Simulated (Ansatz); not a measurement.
A plane-wave DFT run in Ansatz 0.2.0 (scalar-relativistic PAW potentials unless the input names others): input and command.

```yaml
crystal:
  lattice:
    - [2.8239907162, 0.0, 0.0]
    - [0.0, 2.8239907162, 0.0]
    - [0.0, 0.0, 2.8239907162]
  atoms:
    - { symbol: Al, position: [0.0, 0.0, 0.0] }
    - { symbol: Co, position: [0.5, 0.5, 0.5], spin: 0.39 }
basis:
  ecutwfc: "120 eV"
kpoints:
  mp_grid: { grid: [20, 20, 20] }
hamiltonian:
  xc: r2scan
scf:
  occupations: { method: gaussian, width: 0.1 }
  max_iter: 80
output:
  forces: true
  eigenvalues: true
  stress: true
magnetization:
  spin_polarized: true
```

```bash
ansatz run input.yaml --threads 1 --pin off --max-ram 3072MiB --backend cpu --events-out ev --progress --plain --runs-dir out
```

Abridged log:
```
Pseudopotentials: kind: paw
Pseudopotential: Al, paw, valence charge 3, recommended cutoff 500 eV (meta_gga)
Pseudopotential: Co, paw, valence charge 17, recommended cutoff 500 eV (meta_gga)
Functional definition: r2SCAN
Crystal: 2 atoms, lattice volume = 22.521 Å³
Basis set: ecut = 120 eV, 81 PW (Γ), exchange–correlation on 48×48×48 points (64 copies of the dense FFT grid, shifted against one another)
Bands: 15, of which v1, the nominal top of the filled ones, is band 10 counted from 1 (9 counted from 0)
Symmetry: 48 space group operations
Space group: Pm-3m (ITA 221), of the structure as read, at distance tolerance 2.8e-5 Å
Magnetic group: BNS 221.92 (UNI 1594), of the structure as read, at distance tolerance 2.8e-5 Å
k-points: 286 of 8000
Initial density: superposition of atomic densities (chi_scale 0.1, normalization cell)
Starting moments: Σ|m| = 0.39 μB on 1 of 2 sites
Initial wavefunctions: pseudopotential atomic-orbital guess
Functional: x = r2scan, c = r2scan; τ floored in thin density (d = 2e-4 eV/Å³)
SCF iter   1: F=—  HF=-5523.865652 eV  |F-HF|=—  |Δ(HF+E_count)|=         —  Δρ=8.46e-1 (↑8.46e-1 ↓7.90e-1) dr2=2.98e2  dr2_τ=3.44e0  dr2_m=1.77e-1  M=0.053 μB ∫|m|=0.207 μB  β_m=0.34  ethr=3.10e-3  ⟨swp⟩=4.4  Hψ=35208  notcnv=0
Mixer restart at iter 1: flushing history
SCF iter   2: F=—  HF=-5420.273635 eV  |F-HF|=—  |Δ(HF+E_count)|=    1.04e2  Δρ=4.96e-1 (↑4.96e-1 ↓4.66e-1) dr2=1.00e2  dr2_τ=5.23e0  dr2_m=4.88e-2  M=0.170 μB ∫|m|=0.214 μB  β_m=0.30  ethr=3.10e-3  ⟨swp⟩=3.5  Hψ=26197  notcnv=0  defer=512  κ⁻¹=1.0e0(r=1)
SCF iter   3: F=—  HF=-5370.190265 eV  |F-HF|=—  |Δ(HF+E_count)|=    5.01e1  Δρ=5.64e-2 (↑4.63e-2 ↓5.64e-2) dr2=1.89e0  dr2_τ=6.22e-2  dr2_m=1.12e-2  M=0.115 μB ∫|m|=0.134 μB  β_m=0.64  ethr=3.10e-3  ⟨swp⟩=3.1  Hψ=27070  notcnv=0  defer=366  κ⁻¹=2.0e-2(r=2)
SCF iter   4: F=—  HF=-5377.489992 eV  |F-HF|=—  |Δ(HF+E_count)|=    7.30e0  Δρ=4.90e-2 (↑3.98e-2 ↓4.90e-2) dr2=1.72e0  dr2_τ=2.08e-2  dr2_m=9.31e-3  M=0.074 μB ∫|m|=0.079 μB  β_m=0.51  ethr=3.10e-3  ⟨swp⟩=2.1  Hψ=15506  notcnv=0  defer=398  κ⁻¹=1.5e-4(r=3)
SCF iter   5: F=—  HF=-5382.748396 eV  |F-HF|=—  |Δ(HF+E_count)|=    5.26e0  Δρ=3.48e-2 (↑3.27e-2 ↓3.48e-2) dr2=1.03e0  dr2_τ=1.32e-2  dr2_m=1.52e-3  M=0.080 μB ∫|m|=0.084 μB  β_m=0.30  ethr=3.10e-3  ⟨swp⟩=2.0  Hψ=13940  notcnv=0  defer=416  κ⁻¹=7.6e-5(r=4)
SCF iter   6: F=—  HF=-5388.857492 eV  |F-HF|=—  |Δ(HF+E_count)|=    6.11e0  Δρ=2.37e-2 (↑2.18e-2 ↓2.37e-2) dr2=1.06e-1  dr2_τ=4.64e-3  dr2_m=4.15e-4  M=0.011 μB ∫|m|=0.011 μB  β_m=0.30  ethr=3.10e-3  ⟨swp⟩=2.6  Hψ=18635  notcnv=0  defer=400  κ⁻¹=2.4e-5(r=5)
SCF iter   7: F=—  HF=-5389.198343 eV  |F-HF|=—  |Δ(HF+E_count)|=         —  Δρ=6.02e-3 (↑6.02e-3 ↓4.87e-3) dr2=4.93e-3  dr2_τ=5.14e-4  dr2_m=2.81e-4  M=0.004 μB ∫|m|=0.004 μB  β_m=0.35  ethr=5.30e-4  ⟨swp⟩=1.2  Hψ=13013  notcnv=0  defer=365
Mixer restart at iter 7: flushing history
SCF iter   8: F=—  HF=-5389.245730 eV  |F-HF|=—  |Δ(HF+E_count)|=   4.74e-2  Δρ=5.48e-3 (↑5.48e-3 ↓4.40e-3) dr2=6.76e-3  dr2_τ=2.49e-4  dr2_m=1.27e-4  M=0.003 μB ∫|m|=0.003 μB  β_m=0.35  ethr=2.47e-5  ⟨swp⟩=2.0  Hψ=11683  notcnv=0  defer=365  κ⁻¹=1.0e0(r=1)
SCF iter   9: F=—  HF=-5389.250201 eV  |F-HF|=—  |Δ(HF+E_count)|=   4.47e-3  Δρ=5.33e-3 (↑5.33e-3 ↓4.29e-3) dr2=6.62e-3  dr2_τ=2.36e-4  dr2_m=1.15e-4  M=0.003 μB ∫|m|=0.003 μB  β_m=1.00  ethr=2.47e-5  ⟨swp⟩=1.0  Hψ=8580  notcnv=0  defer=365  κ⁻¹=1.6e-3(r=2)
SCF iter  10: F=—  HF=-5389.301701 eV  |F-HF|=—  |Δ(HF+E_count)|=   5.15e-2  Δρ=2.87e-4 (↑2.87e-4 ↓2.58e-4) dr2=3.02e-5  dr2_τ=1.59e-6  dr2_m=2.35e-7  M=0.000 μB ∫|m|=0.000 μB  β_m=0.36  ethr=2.47e-5  ⟨swp⟩=2.1  Hψ=13059  notcnv=0  defer=456  κ⁻¹=1.9e-5(r=3)
SCF iter  11: F=—  HF=-5389.301943 eV  |F-HF|=—  |Δ(HF+E_count)|=   2.42e-4  Δρ=2.91e-4 (↑2.91e-4 ↓2.48e-4) dr2=3.39e-5  dr2_τ=1.06e-6  dr2_m=2.59e-7  M=0.000 μB ∫|m|=0.000 μB  β_m=0.37  ethr=1.51e-7  ⟨swp⟩=1.1  Hψ=8626  notcnv=0  defer=456  κ⁻¹=1.7e-5(r=4)
SCF iter  12: F=—  HF=-5389.302386 eV  |F-HF|=—  |Δ(HF+E_count)|=   4.43e-4  Δρ=7.94e-5 (↑7.94e-5 ↓6.55e-5) dr2=2.71e-6  dr2_τ=1.02e-7  dr2_m=6.19e-8  M=0.000 μB ∫|m|=0.000 μB  β_m=0.30  ethr=1.51e-7  ⟨swp⟩=2.0  Hψ=10049  notcnv=0  defer=459  κ⁻¹=1.4e-5(r=5)
SCF iter  13: F=—  HF=-5389.302442 eV  |F-HF|=—  |Δ(HF+E_count)|=   5.60e-5  Δρ=4.19e-5 (↑4.19e-5 ↓3.47e-5) dr2=1.42e-6  dr2_τ=6.60e-9  dr2_m=3.36e-9  M= 0.000 μB ∫|m|=0.000 μB  β_m=0.30  ethr=1.35e-8  ⟨swp⟩=2.2  Hψ=11299  notcnv=0  defer=459  κ⁻¹=7.8e-6(r=6)
SCF iter  14: F=—  HF=-5389.302446 eV  |F-HF|=—  |Δ(HF+E_count)|=   3.88e-6  Δρ=8.37e-6 (↑8.37e-6 ↓7.54e-6) dr2=4.39e-8  dr2_τ=3.12e-10  dr2_m=1.22e-10  M= 0.000 μB ∫|m|=0.000 μB  β_m=0.55  ethr=7.08e-9  ⟨swp⟩=2.1  Hψ=10549  notcnv=0  defer=459  κ⁻¹=5.1e-7(r=7)
SCF iter  15: F=—  HF=-5389.302446 eV  |F-HF|=—  |Δ(HF+E_count)|=   1.17e-7  Δρ=1.18e-6 (↑9.48e-7 ↓1.18e-6) dr2=2.15e-10  dr2_τ=8.44e-12  dr2_m=3.59e-11  M= 0.000 μB ∫|m|=0.000 μB  β_m=0.35  ethr=2.20e-10  ⟨swp⟩=2.1  Hψ=10962  notcnv=0  defer=459  κ⁻¹=7.7e-9(r=8)
SCF iter  16: F=-5389.302446 eV  HF=-5389.302446 eV  |F-HF|=3.24e-10  |Δ(HF+E_count)|=   2.64e-9  Δρ=6.90e-7 (↑6.90e-7 ↓5.72e-7) dr2=4.08e-10  dr2_τ=3.16e-12  dr2_m=2.69e-12  M= 0.000 μB ∫|m|=0.000 μB  ethr=1.08e-12  ⟨swp⟩=3.9  Hψ=31615  notcnv=0
SCF 1 converged in 16 iterations: F = -5389.302446 eV  dr2 = 4.08e-10
the search or the solves at the SCF's close seem to have found levels that the self-consistency loop had missed (the run counts 2). By its estimate they hold under 1e-12 electrons; where the run keeps them, the occupations were computed again with them
WARN: the starting moments were not kept: the SCF closed with an absolute magnetisation of 5.6e-7 μB, where they sum to 0.39 μB in size (1 site). That is at most 0.1 of that sum. Measured as dr2_m measures the in/out step, that magnetisation stands 4.1e-14 eV from none, at or under the dr2_threshold of 1.0e-7 eV: it is no larger than a step whose dr2_m would equal this threshold. The system may hold no moment; this SCF shows only that its start led to no more than that. To try another start: raise the starting moments (crystal.atoms[].spin, magnetization.per_species, magnetization.initial_magn ...
this state was not tested for a lower state beside it, because the mixer in use, unlike msr1, does not test its closes by its own steps (another_mixer; see scf.mixing.algorithm and scf.lower_state_search)
SCF converged after 16 iterations
Magnetization:  0.0000 μB (10.0000 up, 10.0000 down)
Absolute magnetization: 0.0000 μB (∫|ρ↑−ρ↓|, with the PAW one-centre terms)
Spin contamination: 0.0000 ħ² per cell (⟨S²⟩ above its minimum at these occupations)
Per-site moments (μB) at R_I (Å): [(-1.27000392e-7, 1.00882967), (-2.93589119e-8, 1.00882967)]
Free energy (F): -5389.302446 eV
Harris-Foulkes:  -5389.302446 eV  (|F-HF|=3.24e-10)
Internal energy: -5389.299482 eV  (E = F + TS)
E sigma→0 (E₀):  -5389.300964 eV
Entropy (-TS):   -0.002965 eV (-1.482 meV/atom)
Fermi energy:    16.066317 eV
--- Forces (eV/Å), atoms counted from 1 ---
  atom   1  Al     0.00000000     0.00000000     0.00000000
  atom   2  Co     0.00000000     0.00000000     0.00000000
--- Stress (GPa, compression-positive) ---
     -117.786709       0.000000       0.000000
        0.000000    -117.786709       0.000000
        0.000000       0.000000    -117.786709
  P = ⅓ Tr σ = -117.7867 GPa (-1177.867 kbar)
```

**Question.** What is wrong with this input?

**Answer.** The fault is a cutoff far too low (basis.ecutwfc: 500 → "120 eV", the first being the value of the sound run). Setting it back cures it. The log, from which this was withheld above, says: «Warning: basis.ecutwfc = 120 eV is below the records' recommended 500 eV, and the density's cutoff is lower with it unless basis.ecutrho_ratio is high enough to keep the records' density cutoff: compare with a run at a higher cutoff» The run converged all the same, with an energy at zero smearing 141.9 eV/atom above the reference's, pressure -117.79 GPa, largest force 0.000 eV/Å, no gap on the mesh, so convergence alone doesn't show that an input is right. A reference run on usual settings, whose relaxation ended at this geometry, converged, and the end of its own relaxation has pressure 0.01 GPa, largest force 0.000 eV/Å, no gap on the mesh.

Time: 9.3 s on 1 thread of Arm Neoverse V2, on a shared host, peak memory 0.3 GiB.